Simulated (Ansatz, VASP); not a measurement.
**BaTe: VASP beside Ansatz**

INCAR

```
ALGO = Normal
EDIFF = 1E-7
ENCUT = 520
GGA = PS
ISIF = 2
ISMEAR = -1
LASPH = T
LCHARG = F
LREAL = F
LWAVE = F
NBANDS = 15
NELM = 80
PREC = Accurate
SIGMA = 0.05
```

KPOINTS

```
k-points
0
Gamma
  7 7 7
```

File POSCAR:

```
BaTe
1.0
    0.0000000000      3.4325834396      3.4325834396
    3.4325834396      0.0000000000      3.4325834396
    3.4325834396      3.4325834396      0.0000000000
Ba Te
1 1
Direct
    0.0000000000      0.0000000000      0.0000000000
    0.5000000000      0.5000000000      0.5000000000
```

Contents of input.yaml:

```yaml
crystal:
  lattice:
    - [0.0, 3.4325834396, 3.4325834396]
    - [3.4325834396, 0.0, 3.4325834396]
    - [3.4325834396, 3.4325834396, 0.0]
  atoms:
    - { symbol: Ba, position: [0.0, 0.0, 0.0] }
    - { symbol: Te, position: [0.5, 0.5, 0.5] }
hamiltonian:
  xc: pbesol
  pseudopotentials: { kind: paw }
kpoints:
  mp_grid: { grid: [7, 7, 7] }
scf:
  occupations: { method: fermi_dirac, width: 0.05 }
output:
  forces: true
  stress: true
  eigenvalues: true
  write_density: true
  write_potential: true
  elf: true
  volumetric_format: npy
```

Change from the starting cell: volume scaled by 1.02.

Alike in both runs: task single point; functional PBEsol; k mesh 7 × 7 × 7; occupations fermi-dirac, width 0.05 eV; no spin polarisation.

|  | VASP | Ansatz |
| --- | --- | --- |
| version | VASP 6.6.1 | Ansatz 0.2.0 |
| potentials or method | VASP PAW PBE potentials, release 64 (Ba_sv, Te) | Ansatz PAW |
| plane-wave cutoff (eV) | 520 | 420 |
| valence electrons in the cell | 16 | 26 |

Ansatz gave:

- gap on the k mesh at the Fermi level (eV): 1.44
- least direct gap on the mesh (eV): 1.79
- pressure (GPa): 1.1

Problem. Which values does VASP return?

Solution. gap on the k mesh at the Fermi level (eV): 1.34; least direct gap on the mesh (eV): 1.73; pressure (GPa): 1.6.

The functional is the same, so the differences come from potentials, cutoffs and numerics. The two sets of potentials don't hold the same shells in valence.

Caveats: spin-orbit coupling is left out, which moves the levels of the heavy elements; the PAW data sets were made with another functional, which shifts forces and pressure a little (VASP); an odd mesh through Γ misses points on the zone boundary, where band edges often lie (VASP); odd divisions of the mesh miss points on the zone boundary, where band edges often lie, so the gap on the mesh can be too wide (Ansatz); the PAW data sets come from PBE, with cores solved anew for the run's functional, which leaves a small shift of forces and pressure (Ansatz).
